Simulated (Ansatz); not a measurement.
# Si: the cost of one run

Computed with Ansatz 0.2.0 (DFT PBE, scalar-relativistic, plane waves, PAW, unless a step's input says otherwise).

### 1 The system as given

Symmetry: I4/mmm, No. 139, tetragonal system. Conventional cell: a = 6.651 Å, b = 6.651 Å, c = 3.845 Å, α = 90.00°, β = 90.00°, γ = 90.00°. Si (site symmetry m2m) has 4 Si at 2.34 to 2.38 Å as nearest neighbours.

Structure file:

```
CELL_PARAMETERS angstrom
6.65089 6.65089 3.84477
-9.97633 3.32544 1.92239
3.32544 -9.97633 9.61193
ATOMIC_POSITIONS crystal
Si 0.13410 0.95530 0.95530
Si 0.38410 0.70530 0.70530
Si 0.13410 0.70530 0.20530
Si 0.63410 0.45530 0.45530
Si 0.88410 0.20530 0.20530
Si 0.38410 0.45530 0.95530
Si 0.63410 0.20530 0.70530
Si 0.13410 0.45530 0.45530
Si 0.38410 0.20530 0.20530
Si 0.13410 0.20530 0.70530
Si 0.88410 0.95530 0.45530
Si 0.63410 0.95530 0.95530
Si 0.88410 0.70530 0.70530
Si 0.38410 0.95530 0.45530
Si 0.63410 0.70530 0.20530
Si 0.88410 0.45530 0.95530
Si 0.11590 0.54470 0.04470
Si 0.36590 0.29470 0.79470
Si 0.61590 0.04470 0.54470
Si 0.11590 0.29470 0.29470
Si 0.36590 0.04470 0.04470
Si 0.11590 0.04470 0.54470
Si 0.86590 0.79470 0.29470
Si 0.61590 0.79470 0.79470
Si 0.86590 0.54470 0.54470
Si 0.36590 0.79470 0.29470
Si 0.61590 0.54470 0.04470
Si 0.11590 0.79470 0.79470
Si 0.36590 0.54470 0.54470
Si 0.86590 0.29470 0.79470
Si 0.61590 0.29470 0.29470
Si 0.86590 0.04470 0.04470
Si 0.04470 0.13410 0.95530
Si 0.29470 0.88410 0.70530
Si 0.54470 0.63410 0.45530
Si 0.04470 0.88410 0.20530
Si 0.29470 0.63410 0.95530
Si 0.04470 0.63410 0.45530
Si 0.79470 0.38410 0.20530
Si 0.54470 0.38410 0.70530
Si 0.79470 0.13410 0.45530
Si 0.29470 0.38410 0.20530
Si 0.54470 0.13410 0.95530
Si 0.04470 0.38410 0.70530
Si 0.29470 0.13410 0.45530
Si 0.79470 0.88410 0.70530
Si 0.54470 0.88410 0.20530
Si 0.79470 0.63410 0.95530
Si 0.20530 0.61590 0.79470
Si 0.45530 0.36590 0.54470
Si 0.70530 0.11590 0.29470
Si 0.20530 0.36590 0.04470
Si 0.45530 0.11590 0.79470
Si 0.20530 0.11590 0.29470
Si 0.95530 0.86590 0.04470
Si 0.70530 0.86590 0.54470
Si 0.95530 0.61590 0.29470
Si 0.45530 0.86590 0.04470
Si 0.70530 0.61590 0.79470
Si 0.20530 0.86590 0.54470
Si 0.45530 0.61590 0.29470
Si 0.95530 0.36590 0.54470
Si 0.70530 0.36590 0.04470
Si 0.95530 0.11590 0.79470
```

The runs take a perfect supercell of 64 atoms; the defect goes to fractional position (0.134, 0.955, 0.955).

### 2 The perfect supercell

The input, input.yaml:

```yaml
crystal:
  lattice:
    - [6.650888, 6.650889, 3.844771]
    - [-9.976333, 3.325444, 1.922386]
    - [3.325444, -9.976333, 9.611928]
  atoms:
    - { symbol: Si, position: [0.134101, 0.9553, 0.9553] }
    - { symbol: Si, position: [0.384101, 0.7053, 0.7053] }
    - { symbol: Si, position: [0.134101, 0.7053, 0.2053] }
    - { symbol: Si, position: [0.634101, 0.4553, 0.4553] }
    - { symbol: Si, position: [0.884101, 0.2053, 0.2053] }
    - { symbol: Si, position: [0.384101, 0.4553, 0.9553] }
    - { symbol: Si, position: [0.634101, 0.2053, 0.7053] }
    - { symbol: Si, position: [0.134101, 0.4553, 0.4553] }
    - { symbol: Si, position: [0.384101, 0.2053, 0.2053] }
    - { symbol: Si, position: [0.134101, 0.2053, 0.7053] }
    - { symbol: Si, position: [0.884101, 0.9553, 0.4553] }
    - { symbol: Si, position: [0.634101, 0.9553, 0.9553] }
    - { symbol: Si, position: [0.884101, 0.7053, 0.7053] }
    - { symbol: Si, position: [0.384101, 0.9553, 0.4553] }
    - { symbol: Si, position: [0.634101, 0.7053, 0.2053] }
    - { symbol: Si, position: [0.884101, 0.4553, 0.9553] }
    - { symbol: Si, position: [0.115899, 0.5447, 0.0447] }
    - { symbol: Si, position: [0.365899, 0.2947, 0.7947] }
    - { symbol: Si, position: [0.615899, 0.0447, 0.5447] }
    - { symbol: Si, position: [0.115899, 0.2947, 0.2947] }
    - { symbol: Si, position: [0.365899, 0.0447, 0.0447] }
    - { symbol: Si, position: [0.115899, 0.0447, 0.5447] }
    - { symbol: Si, position: [0.865899, 0.7947, 0.2947] }
    - { symbol: Si, position: [0.615899, 0.7947, 0.7947] }
    - { symbol: Si, position: [0.865899, 0.5447, 0.5447] }
    - { symbol: Si, position: [0.365899, 0.7947, 0.2947] }
    - { symbol: Si, position: [0.615899, 0.5447, 0.0447] }
    - { symbol: Si, position: [0.115899, 0.7947, 0.7947] }
    - { symbol: Si, position: [0.365899, 0.5447, 0.5447] }
    - { symbol: Si, position: [0.865899, 0.2947, 0.7947] }
    - { symbol: Si, position: [0.615899, 0.2947, 0.2947] }
    - { symbol: Si, position: [0.865899, 0.0447, 0.0447] }
    - { symbol: Si, position: [0.0447, 0.134101, 0.9553] }
    - { symbol: Si, position: [0.2947, 0.884101, 0.7053] }
    - { symbol: Si, position: [0.5447, 0.634101, 0.4553] }
    - { symbol: Si, position: [0.0447, 0.884101, 0.2053] }
    - { symbol: Si, position: [0.2947, 0.634101, 0.9553] }
    - { symbol: Si, position: [0.0447, 0.634101, 0.4553] }
    - { symbol: Si, position: [0.7947, 0.384101, 0.2053] }
    - { symbol: Si, position: [0.5447, 0.384101, 0.7053] }
    - { symbol: Si, position: [0.7947, 0.134101, 0.4553] }
    - { symbol: Si, position: [0.2947, 0.384101, 0.2053] }
    - { symbol: Si, position: [0.5447, 0.134101, 0.9553] }
    - { symbol: Si, position: [0.0447, 0.384101, 0.7053] }
    - { symbol: Si, position: [0.2947, 0.134101, 0.4553] }
    - { symbol: Si, position: [0.7947, 0.884101, 0.7053] }
    - { symbol: Si, position: [0.5447, 0.884101, 0.2053] }
    - { symbol: Si, position: [0.7947, 0.634101, 0.9553] }
    - { symbol: Si, position: [0.2053, 0.615899, 0.7947] }
    - { symbol: Si, position: [0.4553, 0.365899, 0.5447] }
    - { symbol: Si, position: [0.7053, 0.115899, 0.2947] }
    - { symbol: Si, position: [0.2053, 0.365899, 0.0447] }
    - { symbol: Si, position: [0.4553, 0.115899, 0.7947] }
    - { symbol: Si, position: [0.2053, 0.115899, 0.2947] }
    - { symbol: Si, position: [0.9553, 0.865899, 0.0447] }
    - { symbol: Si, position: [0.7053, 0.865899, 0.5447] }
    - { symbol: Si, position: [0.9553, 0.615899, 0.2947] }
    - { symbol: Si, position: [0.4553, 0.865899, 0.0447] }
    - { symbol: Si, position: [0.7053, 0.615899, 0.7947] }
    - { symbol: Si, position: [0.2053, 0.865899, 0.5447] }
    - { symbol: Si, position: [0.4553, 0.615899, 0.2947] }
    - { symbol: Si, position: [0.9553, 0.365899, 0.5447] }
    - { symbol: Si, position: [0.7053, 0.365899, 0.0447] }
    - { symbol: Si, position: [0.9553, 0.115899, 0.7947] }
basis:
  ecutwfc: 420
  fft_grid_basis: typed
kpoints:
  mp_grid: { grid: [1, 1, 1] }
hamiltonian:
  xc: pbe
  pseudopotentials: { kind: paw }
scf:
  occupations: { method: gaussian, width: 0.05 }
output:
  forces: true
  stress: false
  eigenvalues: true
  bader: false
  write_density: true
  volumetric_format: npy
```

Started as:

```
$ ansatz run input.yaml --threads 4 --pin off --max-ram 10240MiB --backend cpu --events-out ev --progress --plain --runs-dir out
```

**Question.** How long does this run take on 4 threads of Arm Neoverse V2, shared host, and how much memory does it need?

About 4.9 s, with a peak of 1.1 GiB.
